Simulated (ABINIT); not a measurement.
# ScAl3 (Pm-3m) in ABINIT: settings compared

Aim: see how the results for ScAl3 move with the level of theory and the settings. Levels: LDA, BLYP, revPBE+D3, revPBE. Tasks: equation of state, band structure.

Program: ABINIT 10.8.3 (patched build). These are calculated values, not measurements. Logs are shortened: lines on timing, memory, paths and dates and some standing lists are left out, and cuts for length are marked. The log counts tension as positive stress, the text compression.

**What was measured.**

From “A Combined Experimental and First-Principles Based Assessment of Finite-Temperature Thermodynamic Properties of Intermetallic Al3Sc”, 2021, pmc:8067998, for a bulk crystal of ScAl3 at 298 K: bulk modulus 91.5 ± 1.1 GPa.

How close the calculation comes is told below.

### Step 1. The crystal as given

It takes space group Pm-3m (No. 221, cubic). The conventional cell has a = 4.088 Å, b = 4.088 Å, c = 4.088 Å, α = 90.00°, β = 90.00°, γ = 90.00°. Sc (site symmetry m-3m) has 12 Al at 2.89 Å as nearest neighbours. Al (site symmetry 4/mmm) has 4 Sc at 2.89 Å and 8 Al at 2.89 Å as nearest neighbours.

The cell is a database's computed one.

### Step 2. Equation of state, LDA

The input, run.abi:

```
# Datasets: one volume each
ndtset 7
getwfk -1
scalecart1 3*0.9795861087
scalecart2 3*0.9864848297
scalecart3 3*0.9932883884
scalecart4 3*1.0000000000
scalecart5 3*1.0066227096
scalecart6 3*1.0131594038
scalecart7 3*1.0196128224

# Pseudopotentials
pp_dirpath "./"
pseudos "Sc.LDA_PW-JTH.xml, Al.LDA_PW-JTH.xml"

# Structure
acell 4.08780657 4.08780657 4.08780657 Angstrom
rprim
     1.0000000000     0.0000000000     0.0000000000
     0.0000000000     1.0000000000     0.0000000000
     0.0000000000     0.0000000000     1.0000000000
ntypat 2
znucl 21 13
natom 4
typat 1 2 2 2
xred
     0.0000000000     0.0000000000     0.0000000000
     0.5000000000     0.5000000000     0.0000000000
     0.0000000000     0.5000000000     0.5000000000
     0.5000000000     0.0000000000     0.5000000000

# Plane-wave basis
ecut 20.0
pawecutdg 40.0

# k points
kptopt 1
ngkpt 7 7 7
nshiftk 1
shiftk 0.0 0.0 0.0

# Exchange and correlation
ixc 7

# Bands and occupations
nband 14
occopt 3
tsmear 0.00183747

# SCF cycle
nstep 100
tolvrs 1.0e-9

# Output
iomode 3
prtwf 1
prtden 0
prteig 0
prtebands 0
enunit 2
```

Potentials or basis: JTH PAW LDA v2.0.

The run is started by

```console
> abinit run.abi > log 2>&1
```

run.abo:

```text
.Version 10.8.3 of ABINIT
 DATASET    1 : space group Pm -3 m (#221); Bravais cP (primitive cubic)
================================================================================
 Values of the parameters that define the memory need for DATASET  1.
     intxc =       0    ionmov =       0      iscf =      17    lmnmax =      18
     lnmax =       6     mgfft =      32  mpssoang =       3    mqgrid =    3001
     natom =       4  nloc_mem =       2    nspden =       1   nspinor =       1
    nsppol =       1      nsym =      48    n1xccc =       1    ntypat =       2
    occopt =       3   xclevel =       1
       mpw =        1870          nfft =       32768          nkpt =          20
 PAW method is used; the additional fine FFT grid is defined by:
   mgfftf=        45    nfftf =     91125
================================================================================
================================================================================
[... 71 lines left out ...]
 DATASET    7 : space group Pm -3 m (#221); Bravais cP (primitive cubic)
================================================================================
 Values of the parameters that define the memory need for DATASET  7.
     intxc =       0    ionmov =       0      iscf =      17    lmnmax =      18
     lnmax =       6     mgfft =      32  mpssoang =       3    mqgrid =    3001
     natom =       4  nloc_mem =       2    nspden =       1   nspinor =       1
    nsppol =       1      nsym =      48    n1xccc =       1    ntypat =       2
    occopt =       3   xclevel =       1
       mpw =        2099          nfft =       32768          nkpt =          20
 PAW method is used; the additional fine FFT grid is defined by:
   mgfftf=        48    nfftf =    110592
================================================================================
================================================================================

--------------------------------------------------------------------------------
------------- Echo of variables that govern the present computation ------------
--------------------------------------------------------------------------------
 -outvars: echo values of preprocessed input variables --------
            acell      7.7248348730E+00  7.7248348730E+00  7.7248348730E+00 Bohr
              amu      4.49559100E+01  2.69815390E+01
             ecut      2.00000000E+01 Hartree
           enunit           2
           getwfk          -1
              ixc           7
           jdtset        1    2    3    4    5    6    7
         kptrlatt        7    0    0      0    7    0      0    0    7
          kptrlen1     5.29699865E+01
          kptrlen2     5.33430269E+01
          kptrlen3     5.37109215E+01
          kptrlen4     5.40738441E+01
          kptrlen5     5.44319595E+01
          kptrlen6     5.47854237E+01
          kptrlen7     5.51343848E+01
            natom           4
            nband          14
           ndtset           7
            ngfft          32      32      32
          ngfftdg1         45      45      45
          ngfftdg2         45      45      45
          ngfftdg3         45      45      45
          ngfftdg4         45      45      45
          ngfftdg5         48      48      48
          ngfftdg6         48      48      48
          ngfftdg7         48      48      48
             nkpt          20
            nstep         100
             nsym          48
           ntypat           2
           occopt           3
        pawecutdg      4.00000000E+01 Hartree
           prtden           0
        prtebands           0
           prteig           0
            rprim1     9.7958610870E-01  0.0000000000E+00  0.0000000000E+00
                       0.0000000000E+00  9.7958610870E-01  0.0000000000E+00
                       0.0000000000E+00  0.0000000000E+00  9.7958610870E-01
            rprim2     9.8648482970E-01  0.0000000000E+00  0.0000000000E+00
                       0.0000000000E+00  9.8648482970E-01  0.0000000000E+00
                       0.0000000000E+00  0.0000000000E+00  9.8648482970E-01
            rprim3     9.9328838840E-01  0.0000000000E+00  0.0000000000E+00
                       0.0000000000E+00  9.9328838840E-01  0.0000000000E+00
                       0.0000000000E+00  0.0000000000E+00  9.9328838840E-01
            rprim4     1.0000000000E+00  0.0000000000E+00  0.0000000000E+00
                       0.0000000000E+00  1.0000000000E+00  0.0000000000E+00
                       0.0000000000E+00  0.0000000000E+00  1.0000000000E+00
            rprim5     1.0066227096E+00  0.0000000000E+00  0.0000000000E+00
                       0.0000000000E+00  1.0066227096E+00  0.0000000000E+00
                       0.0000000000E+00  0.0000000000E+00  1.0066227096E+00
            rprim6     1.0131594038E+00  0.0000000000E+00  0.0000000000E+00
                       0.0000000000E+00  1.0131594038E+00  0.0000000000E+00
                       0.0000000000E+00  0.0000000000E+00  1.0131594038E+00
            rprim7     1.0196128224E+00  0.0000000000E+00  0.0000000000E+00
                       0.0000000000E+00  1.0196128224E+00  0.0000000000E+00
                       0.0000000000E+00  0.0000000000E+00  1.0196128224E+00
          spgroup         221
           tolvrs      1.00000000E-09
           tsmear      1.83747000E-03 Hartree
            typat      1  2  2  2
           useylm           1
           xangst1     0.0000000000E+00  0.0000000000E+00  0.0000000000E+00
                       2.0021792655E+00  2.0021792655E+00  0.0000000000E+00
                       0.0000000000E+00  2.0021792655E+00  2.0021792655E+00
                       2.0021792655E+00  0.0000000000E+00  2.0021792655E+00
           xangst2     0.0000000000E+00  0.0000000000E+00  0.0000000000E+00
                       2.0162795840E+00  2.0162795840E+00  0.0000000000E+00
                       0.0000000000E+00  2.0162795840E+00  2.0162795840E+00
                       2.0162795840E+00  0.0000000000E+00  2.0162795840E+00
           xangst3     0.0000000000E+00  0.0000000000E+00  0.0000000000E+00
                       2.0301854000E+00  2.0301854000E+00  0.0000000000E+00
                       0.0000000000E+00  2.0301854000E+00  2.0301854000E+00
                       2.0301854000E+00  0.0000000000E+00  2.0301854000E+00
           xangst4     0.0000000000E+00  0.0000000000E+00  0.0000000000E+00
                       2.0439032850E+00  2.0439032850E+00  0.0000000000E+00
                       0.0000000000E+00  2.0439032850E+00  2.0439032850E+00
                       2.0439032850E+00  0.0000000000E+00  2.0439032850E+00
           xangst5     0.0000000000E+00  0.0000000000E+00  0.0000000000E+00
[... 24 lines left out ...]
                       3.8624174365E+00  3.8624174365E+00  0.0000000000E+00
                       0.0000000000E+00  3.8624174365E+00  3.8624174365E+00
                       3.8624174365E+00  0.0000000000E+00  3.8624174365E+00
            xcart5     0.0000000000E+00  0.0000000000E+00  0.0000000000E+00
                       3.8879971055E+00  3.8879971055E+00  0.0000000000E+00
                       0.0000000000E+00  3.8879971055E+00  3.8879971055E+00
                       3.8879971055E+00  0.0000000000E+00  3.8879971055E+00
            xcart6     0.0000000000E+00  0.0000000000E+00  0.0000000000E+00
                       3.9132445472E+00  3.9132445472E+00  0.0000000000E+00
                       0.0000000000E+00  3.9132445472E+00  3.9132445472E+00
                       3.9132445472E+00  0.0000000000E+00  3.9132445472E+00
            xcart7     0.0000000000E+00  0.0000000000E+00  0.0000000000E+00
                       3.9381703437E+00  3.9381703437E+00  0.0000000000E+00
                       0.0000000000E+00  3.9381703437E+00  3.9381703437E+00
                       3.9381703437E+00  0.0000000000E+00  3.9381703437E+00
             xred      0.0000000000E+00  0.0000000000E+00  0.0000000000E+00
                       5.0000000000E-01  5.0000000000E-01  0.0000000000E+00
                       0.0000000000E+00  5.0000000000E-01  5.0000000000E-01
                       5.0000000000E-01  0.0000000000E+00  5.0000000000E-01
            znucl       21.00000   13.00000

================================================================================

 chkinp: Checking input parameters for consistency, jdtset=   1.

 chkinp: Checking input parameters for consistency, jdtset=   2.
[... 40 lines left out ...]
 getcut: wavevector=  0.0000  0.0000  0.0000  ngfft=  45  45  45
         ecut(hartree)=     40.000   => boxcut(ratio)=   2.04233

--- Pseudopotential description ------------------------------------------------
- pspini: atom type   1  psp file is ./Sc.LDA_PW-JTH.xml
 Pseudopotential format is: paw10
 basis_size (lnmax)=  6 (lmn_size= 18), orbitals=   0   0   1   1   2   2
 Spheres core radius: rc_sph= 2.41050872
 Shapefunction is BESSEL type: shapef(r,l)=aa(1,l)*jl(q(1,l)*r)+aa(2,l)*jl(q(2,l)*r)
 Radius for shape functions =  2.10063212
 Compensation charge density is not taken into account in XC energy/potential

- pspini: atom type   2  psp file is ./Al.LDA_PW-JTH.xml
 Pseudopotential format is: paw10
 basis_size (lnmax)=  4 (lmn_size=  8), orbitals=   0   0   1   1
 Spheres core radius: rc_sph= 1.90363307
 Shapefunction is SIN type: shapef(r)=[sin(pi*r/rshp)/(pi*r/rshp)]**2
 Radius for shape functions =  1.60786206
 Compensation charge density is not taken into account in XC energy/potential

   3.22062239E+01                                ecore*ucvol(ha*bohr**3)
--------------------------------------------------------------------------------

[... 1402 lines left out ...]
-Cartesian components of stress tensor (GPa)         [Pressure= -7.9353E+00 GPa]
- sigma(1 1)=  7.93528826E+00  sigma(3 2)=  0.00000000E+00
- sigma(2 2)=  7.93528826E+00  sigma(3 1)=  0.00000000E+00
- sigma(3 3)=  7.93528826E+00  sigma(2 1)=  0.00000000E+00

== END DATASET(S) ==============================================================
================================================================================

 -outvars: echo values of variables after computation  --------
            acell      7.7248348730E+00  7.7248348730E+00  7.7248348730E+00 Bohr
           etotal1    -5.3550561894E+01
           etotal2    -5.3550857749E+01
           etotal3    -5.3550521657E+01
           etotal4    -5.3549615459E+01
           etotal5    -5.3548197260E+01
           etotal6    -5.3546319925E+01
           etotal7    -5.3544031019E+01
            fcart1    -0.0000000000E+00 -0.0000000000E+00 -0.0000000000E+00
                      -0.0000000000E+00 -0.0000000000E+00 -0.0000000000E+00
                      -0.0000000000E+00 -0.0000000000E+00 -0.0000000000E+00
                      -0.0000000000E+00 -0.0000000000E+00 -0.0000000000E+00
            fcart2    -0.0000000000E+00 -0.0000000000E+00 -0.0000000000E+00
                      -0.0000000000E+00 -0.0000000000E+00 -0.0000000000E+00
                      -0.0000000000E+00 -0.0000000000E+00 -0.0000000000E+00
                      -0.0000000000E+00 -0.0000000000E+00 -0.0000000000E+00
            fcart3    -0.0000000000E+00 -0.0000000000E+00 -0.0000000000E+00
                      -0.0000000000E+00 -0.0000000000E+00 -0.0000000000E+00
[... 66 lines left out ...]
                       2.0439032850E+00  2.0439032850E+00  0.0000000000E+00
                       0.0000000000E+00  2.0439032850E+00  2.0439032850E+00
                       2.0439032850E+00  0.0000000000E+00  2.0439032850E+00
           xangst5     0.0000000000E+00  0.0000000000E+00  0.0000000000E+00
                       2.0574394629E+00  2.0574394629E+00  0.0000000000E+00
                       0.0000000000E+00  2.0574394629E+00  2.0574394629E+00
                       2.0574394629E+00  0.0000000000E+00  2.0574394629E+00
           xangst6     0.0000000000E+00  0.0000000000E+00  0.0000000000E+00
                       2.0707998337E+00  2.0707998337E+00  0.0000000000E+00
                       0.0000000000E+00  2.0707998337E+00  2.0707998337E+00
                       2.0707998337E+00  0.0000000000E+00  2.0707998337E+00
           xangst7     0.0000000000E+00  0.0000000000E+00  0.0000000000E+00
                       2.0839899971E+00  2.0839899971E+00  0.0000000000E+00
                       0.0000000000E+00  2.0839899971E+00  2.0839899971E+00
                       2.0839899971E+00  0.0000000000E+00  2.0839899971E+00
             xred      0.0000000000E+00  0.0000000000E+00  0.0000000000E+00
                       5.0000000000E-01  5.0000000000E-01  0.0000000000E+00
                       0.0000000000E+00  5.0000000000E-01  5.0000000000E-01
                       5.0000000000E-01  0.0000000000E+00  5.0000000000E-01
 Calculation completed.
```

Wall time 94 s (1 thread of Arm Neoverse V1, shared host); peak memory 0.14 GiB.

Results:

| Property | Result |
| --- | --- |
| Equilibrium volume | 16.38 Å³/atom |
| Bulk modulus | 97 GPa |
| Pressure derivative of the bulk modulus | 4.2 |

Energy against volume, from the lowest point:
```tsv
volume (Å³/atom)	energy (meV/atom)
16.052	2.01
16.394	0.00
16.735	2.29
17.077	8.45
17.419	18.10
17.760	30.87
18.102	46.44
```

Caveat: pressures at fixed basis lie under the slope of the energies.

### Step 3. Band structure, BLYP

The input, run.abi:

```
# Datasets: ground state, then fixed potential
ndtset 2

# Pseudopotentials
pp_dirpath "./"
pseudos "Sc.GGA_PBE-JTH.xml, Al.GGA_PBE-JTH.xml"

# Structure
acell 3*1.0 Angstrom
rprim
     4.0878065700     0.0000000000     0.0000000000
     0.0000000000     4.0878065700     0.0000000000
     0.0000000000     0.0000000000     4.0878065700
ntypat 2
znucl 21 13
natom 4
typat 1 2 2 2
xred
     0.0000000000     0.0000000000     0.0000000000
     0.5000000000     0.5000000000     0.0000000000
     0.0000000000     0.5000000000     0.5000000000
     0.5000000000     0.0000000000     0.5000000000

# Plane-wave basis
ecut 15.0
pawecutdg 30.0

# Exchange and correlation
ixc -106131

# Bands and occupations
occopt 3
tsmear 0.00183747

# SCF cycle
nstep 100

# Output
iomode 3
prtwf 0
prteig 0
prtebands 0
enunit 1
prtden1 1

# Dataset 1
kptopt1 1
ngkpt1 7 7 7
nshiftk1 1
shiftk1 0.0 0.0 0.0
nband1 14
tolvrs1 1.0e-9

# Dataset 2: bands along G-X-M-G-R-X
iscf2 -2
getden2 1
nband2 20
nbdbuf2 4
tolwfr2 1.0e-11
kptopt2 -5
ndivsm2 6
prteig2 1
prtvol2 -3
kptbounds2
     0.0000000000     0.0000000000     0.0000000000
     0.0000000000     0.5000000000     0.0000000000
     0.5000000000     0.5000000000     0.0000000000
     0.0000000000     0.0000000000     0.0000000000
     0.5000000000     0.5000000000     0.5000000000
     0.0000000000     0.5000000000     0.0000000000
```

Potentials or basis: JTH PAW PBE v2.0.

The run is started by

```console
> abinit run.abi > log 2>&1
```

It took 40 s on 1 thread of Arm Neoverse V1, shared host; peak memory 0.12 GiB.

The run converged. Its results:

```yaml
Free_energy: -1449.4926 eV
Pressure: 3.8 GPa
Band_gap_on_the_k_mesh: none (metal or under the smearing width)
Valence_electrons_inside_the_program's_atomic_spheres: Sc 9.36; Al 0.77
```

Levels at the corners of the path, in eV from the Fermi level:
```
point  band 7  band 8  band 9  band 10  band 11  band 12  band 13  band 14
    Γ   -2.53   -1.72   -1.72    -1.72     1.34     1.34     1.34     1.68
    X   -1.64   -1.64   -1.32     0.75     1.12     1.12     1.65     1.67
    M   -5.57   -4.18   -0.48    -0.48     1.31     1.49     2.15     2.49
    Γ   -2.53   -1.72   -1.72    -1.72     1.34     1.34     1.34     1.68
    R   -4.78   -4.27   -2.80    -2.80    -2.80     1.22     2.60     2.60
    X   -1.64   -1.64   -1.32     0.75     1.12     1.12     1.65     1.67
```

Caveat: the PAW data sets were made with another functional, which shifts forces and pressure a little.

(Continued in part 2 of 2.)
